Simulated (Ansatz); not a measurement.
# CoO (P3m1) in Ansatz: settings compared, part 3 of 3

Ansatz 0.2.0.

### 11 Band structure, r2SCAN, collinear spin, ferromagnetic start

input.yaml

```yaml
crystal:
  lattice:
    - [3.1976457435, 0.0, 0.0]
    - [-1.5988228718, 2.7692424462, 0.0]
    - [0.0, 0.0, 5.22870971]
  atoms:
    - { symbol: Co, position: [0.3333333333, 0.6666666667, 0.50336241], spin: 2.0 }
    - { symbol: Co, position: [0.0, 0.0, 0.00347414], spin: 2.0 }
    - { symbol: O, position: [0.3333333333, 0.6666666667, 0.8715556] }
    - { symbol: O, position: [0.0, 0.0, 0.37160885] }
hamiltonian:
  xc: r2scan
  pseudopotentials: { kind: paw }
magnetization:
  spin_polarized: true
kpoints:
  mp_grid: { grid: [10, 10, 5] }
  band_path:
    path:
      - [[0.0, 0.0, 0.0], [0.5, 0.0, 0.0], [0.3333333333, 0.3333333333, 0.0], [0.0, 0.0, 0.0], [0.0, 0.0, 0.5], [0.5, 0.0, 0.5], [0.3333333333, 0.3333333333, 0.5], [0.0, 0.0, 0.5]]
      - [[0.5, 0.0, 0.5], [0.5, 0.0, 0.0]]
      - [[0.3333333333, 0.3333333333, 0.0], [0.3333333333, 0.3333333333, 0.5]]
    npoints: 14
scf:
  occupations: { method: fermi_dirac, width: 0.05 }
  n_extra_bands: 10
output:
  forces: true
  stress: true
  eigenvalues: true
  fatbands: false
```

Potentials or basis: Ansatz PAW.

Command:

```bash
ansatz run input.yaml --threads 2 --pin off --max-ram 5632MiB --backend cpu --events-out ev --progress --plain --runs-dir out
```

Standard output:

```text
Warning: RAYON_NUM_THREADS=2 ignored (pool sized by the plan → 2); use --threads N
scf.n_extra_bands = 10 over 23 filled bands (N_el = 46.0): the run solves 33 bands
Engine: ansatz 0.2.0, x86_64-unknown-linux-gnu
Pseudopotentials: kind: paw
Pseudopotential: Co, paw, valence charge 17, recommended cutoff 500 eV (meta_gga), Co.paw.azcp
Pseudopotential: O, paw, valence charge 6, recommended cutoff 500 eV (meta_gga), O.paw.azcp
Functional definition: r2SCAN
  parameter k0 = 0.174
  parameter k1 = 0.065
  parameter a1 = 4.9479
  exchange = r2scan_x(k0 = k0, k1 = k1, a1 = a1)
  correlation = r2scan_c
Crystal: 4 atoms, lattice volume = 46.301 Å³
Basis set: ecut = 500 eV, 1165 PW (Γ), exchange–correlation on 96×96×160 points (64 copies of the dense FFT grid, shifted against one another)
Bands: 33, of which v1, the nominal top of the filled ones, is band 23 counted from 1 (22 counted from 0)
Symmetry: 6 space group operations
Space group: P3m1 (ITA 156), of the structure as read, at distance tolerance 3.6e-5 Å
Magnetic group: BNS 156.49 (UNI 1279), of the structure as read, at distance tolerance 3.6e-5 Å
k-points: 58 of 500 (time reversal used)
Non-local potential: Co, projectors of the file, l = 0: 3, l = 1: 2, l = 2: 3, l = 3: 1
Non-local potential: O, projectors of the file, l = 0: 2, l = 1: 2, l = 2: 1
PAW form: soft (Blöchl's): semilocal exchange-correlation on the pseudo side does not see the compensation charge
PAW frozen core: Co, regenerated for the run's functional (the file was generated under x = pbe(κ = 0.804, μ = 0.2195149727645171), c = pbe(β = 0.06672455060314922))
PAW frozen core: O, regenerated for the run's functional (the file was generated under x = pbe(κ = 0.804, μ = 0.2195149727645171), c = pbe(β = 0.06672455060314922))
PAW one-centre angular grid: Co, 590 points (default); XC on 160 Gauss nodes
PAW one-centre angular grid: O, 302 points (default); XC on 160 Gauss nodes
Initial density: superposition of atomic densities (chi_scale 0.1, normalization cell, long waves kept (reshape's long-wave potential 0.00 eV rms))
Starting moments: Σ|m| = 4 μB on 2 of 4 sites
Initial wavefunctions: pseudopotential atomic-orbital guess
Functional: x = r2scan, c = r2scan; τ floored in thin density (d = 2e-4 eV/Å³)
SCF iter   1: F=—  HF=-11396.020669 eV  |F-HF|=—  |Δ(HF+E_count)|=         —  Δρ=1.31e-1 (↑1.31e-1 ↓6.20e-2)  dr2=9.02e0  dr2_τ=3.32e-2  dr2_m=1.55e0  M=5.104 μB ∫|m|=5.104 μB  β_m=1.00  ethr=3.10e-3  ⟨swp⟩=5.6  Hψ=14480  notcnv=0  defer=7
Mixer restart at iter 1: flushing history
[... 39 lines left out ...]
Spin contamination: 2.8597 ħ² per cell (⟨S²⟩ above its minimum at these occupations)
Per-site moments (μB) at R_I (Å): [(2.332887234722113, 0.7941348144299109), (-2.3326684109822184, 0.7940086822655766), (-0.12980629066712324, 0.7941348144299109), (0.12974512986645248, 0.7940086822655766)]
Free energy (F): -11399.417121 eV
Harris-Foulkes:  -11399.417121 eV  (|F-HF|=2.30e-9)
Internal energy: -11399.417106 eV  (E = F + TS)
E sigma→0 (E₀):  -11399.417114 eV
Entropy (-TS):   -0.000015 eV (-0.004 meV/atom)
Fermi energy:    11.149561 eV
--- Per-component energies (eV) ---
  E_band       = -794.961653
  E_kinetic    = 1240.865675
  E_local      = -7813.653034  (includes V_loc(G=0)·N_el)
  E_nonlocal   = 1032.724751
  E_hartree    = 3231.419665
  E_xc         = -454.118836
  E_vxc        = -658.473264  (∫ρ·V_xc dr)
  E_paw        = -3377.686385  (= ΣΔE_a)
  E_vpaw       = -1100.883082  (= ΣTr[D̂ρ^β])
  E_aug_tail   = 0.002151  (compensation charges beyond the density's cutoff)
  E_vtau       = 41.623366  (kinetic-family band-sum trace: ∫τ·v_τ [+ j·A + Jᵃ·Aᵃ] dr)
  E_ewald      = -5258.316798
  E_core_change = -0.654294  (= ΣΔE_core)
  E_smearing   = -0.000015  (= −TS)
  E_closure    = -0.000000  (closes the sum)
  Σ components = -11399.417121   (vs F -11399.417121, Δ=0.00e0)
--- Forces (eV/Å), atoms counted from 1 ---
  atom   1  Co     0.00000000    -0.00000000    -0.00019099
  atom   2  Co     0.00000000     0.00000000    -0.00919814
  atom   3  O     -0.00000000     0.00000000     0.00561616
  atom   4  O      0.00000000    -0.00000000     0.00363926
  max |Σ_I F_I| component: 1.34e-4 eV/Å
--- Stress (GPa, compression-positive) ---
        0.516365      -0.000000       0.000000
       -0.000000       0.516365       0.000000
        0.000000       0.000000       0.510427
  P = ⅓ Tr σ = 0.5144 GPa (5.144 kbar)
--- Band table (eV; the first three rows and the last of 116) ---
  k-point 0 ↑: bands = ["-89.7276", "-85.5414", "-51.6890", "-51.5017", "-51.5017", "-47.5686", "-47.4946", "-47.4946", "-9.9934", "-9.2999", "3.8359", "4.6455", "4.6455", "4.8787", "6.0038", "6.0038", "8.4210", "8.4210", "9.0061", "9.5912", "9.5912", "10.5686", "10.5686", "11.4240", "13.4192", "14.0504", "14.0504", "16.9415", "18.7692", "25.1893", "25.1893", "25.5548", "26.5761"]
  k-point 1 ↑: bands = ["-89.7276", "-85.5414", "-51.6890", "-51.5017", "-51.5017", "-47.5686", "-47.4946", "-47.4946", "-9.9398", "-9.3560", "3.8344", "4.6429", "4.6429", "4.7705", "5.9870", "5.9870", "8.4566", "8.4566", "9.0317", "9.5884", "9.5884", "10.5849", "10.5849", "11.8558", "13.4536", "14.0175", "14.0175", "16.1695", "19.5203", "24.3814", "25.1541", "25.1541", "26.2555"]
  k-point 2 ↑: bands = ["-89.7276", "-85.5414", "-51.6890", "-51.5017", "-51.5017", "-47.5687", "-47.4946", "-47.4946", "-9.8189", "-9.4812", "3.8598", "4.5680", "4.6387", "4.6387", "5.9602", "5.9602", "8.5166", "8.5166", "9.1159", "9.5778", "9.5778", "10.6157", "10.6157", "12.6455", "13.6724", "13.9627", "13.9627", "14.9560", "20.8409", "22.5124", "25.1523", "25.1523", "25.7783"]
  k-point 57 ↓: bands = ["-89.7264", "-85.5402", "-51.6879", "-51.5129", "-51.5094", "-47.5663", "-47.5101", "-47.5052", "-9.3451", "-9.0516", "4.2192", "4.3546", "4.5700", "4.9941", "5.4522", "5.9449", "7.4233", "8.1469", "8.7543", "9.0473", "9.2679", "10.3271", "10.3854", "11.7635", "12.8330", "13.1296", "18.0095", "18.8329", "19.6865", "19.9846", "20.8733", "21.7657", "25.3225"]
```

It took 36 s on 2 threads of Intel Xeon 6975P-C (Granite Rapids), shared host; peak memory 0.63 GiB.

Results:

- Free energy: -11399.4171 eV
- Pressure: 0.5 GPa
- Band gap on the k mesh: 0.72 eV, indirect (least direct gap 0.86 eV)
- Band gap along the path: 0.69 eV, indirect (least direct gap 0.86 eV)
- Net moment: 0.00 μB per cell
- Absolute moment: 5.50 μB per cell
- Site moments: Co +2.33, -2.33; O -0.13, +0.13 μB

Levels at the corners of the path, in eV from the valence-band top:
Spin up:
```csv
point,band 21,band 22,band 23,band 24,band 25,band 26
Γ,-1.14,-0.16,-0.16,0.69,2.69,3.32
M,-1.57,-0.40,-0.03,1.22,1.91,2.61
K,-1.59,-0.37,0.00,1.08,1.77,2.33
Γ,-1.14,-0.16,-0.16,0.69,2.69,3.32
A,-1.16,-0.11,-0.11,2.06,3.11,3.22
L,-1.47,-0.39,-0.37,1.32,2.17,2.54
H,-1.52,-0.41,-0.40,0.99,2.13,2.39
A,-1.16,-0.11,-0.11,2.06,3.11,3.22
L,-1.47,-0.39,-0.37,1.32,2.17,2.54
M,-1.57,-0.40,-0.03,1.22,1.91,2.61
K,-1.59,-0.37,0.00,1.08,1.77,2.33
H,-1.52,-0.41,-0.40,0.99,2.13,2.39
```
Spin down:
| point | band 19 | band 20 | band 21 | band 22 | band 23 | band 24 | band 25 | band 26 | band 27 | band 28 |
| --- | --- | --- | --- | --- | --- | --- | --- | --- | --- | --- |
| Γ | -1.72 | -1.14 | -1.14 | -0.16 | -0.16 | 0.69 | 2.69 | 3.32 | 3.32 | 6.21 |
| M | -2.23 | -1.85 | -1.57 | -0.40 | -0.03 | 1.22 | 1.91 | 2.61 | 6.47 | 6.73 |
| K | -2.64 | -1.66 | -1.59 | -0.37 | 0.00 | 1.08 | 1.77 | 2.33 | 7.54 | 8.34 |
| Γ | -1.72 | -1.14 | -1.14 | -0.16 | -0.16 | 0.69 | 2.69 | 3.32 | 3.32 | 6.21 |
| A | -1.60 | -1.16 | -1.16 | -0.11 | -0.11 | 2.06 | 3.11 | 3.22 | 3.22 | 3.89 |
| L | -2.08 | -1.53 | -1.47 | -0.39 | -0.37 | 1.32 | 2.17 | 2.54 | 5.95 | 6.61 |
| H | -1.85 | -1.63 | -1.52 | -0.41 | -0.40 | 0.99 | 2.13 | 2.39 | 7.53 | 8.69 |
| A | -1.60 | -1.16 | -1.16 | -0.11 | -0.11 | 2.06 | 3.11 | 3.22 | 3.22 | 3.89 |
| L | -2.08 | -1.53 | -1.47 | -0.39 | -0.37 | 1.32 | 2.17 | 2.54 | 5.95 | 6.61 |
| M | -2.23 | -1.85 | -1.57 | -0.40 | -0.03 | 1.22 | 1.91 | 2.61 | 6.47 | 6.73 |
| K | -2.64 | -1.66 | -1.59 | -0.37 | 0.00 | 1.08 | 1.77 | 2.33 | 7.54 | 8.34 |
| H | -1.85 | -1.63 | -1.52 | -0.41 | -0.40 | 0.99 | 2.13 | 2.39 | 7.53 | 8.69 |

Caveat: the magnetic or orbital state may not be the lowest; the PAW data sets come from PBE, with cores solved anew for the run's functional, which leaves a small shift of forces and pressure; the starting moments weren't kept. r2SCAN opens gaps a little over a GGA but as a rule still falls short of measured ones.

### 12 Summary

```tsv
task	level	cutoff (eV)	points for each segment of the path	gap on the mesh (eV)	pressure (GPa)	moment (μB)
band structure	LDA	420	14	none	-18.0	0.00
equation of state	LDA	420	-	-	-	-
band structure	r2SCAN	500	14	0.72	0.5	0.00
```

Alike in all rows: potentials or basis Ansatz PAW; spin collinear, ferromagnetic start; cell as given; k mesh 10 × 10 × 5; smearing fermi-dirac 0.05 eV.

Caveats: the PAW data sets come from PBE, with cores solved anew for the run's functional, which leaves a small shift of forces and pressure (some runs); the starting moments weren't kept (some runs); semilocal functionals often make such compounds metallic where correlation or magnetic order opens a gap, which also shifts bond lengths (some runs); the minimum lies outside the volumes run (some runs); the magnetic or orbital state may not be the lowest (some runs).

Absolute energies hang on the potentials; compare differences alone.
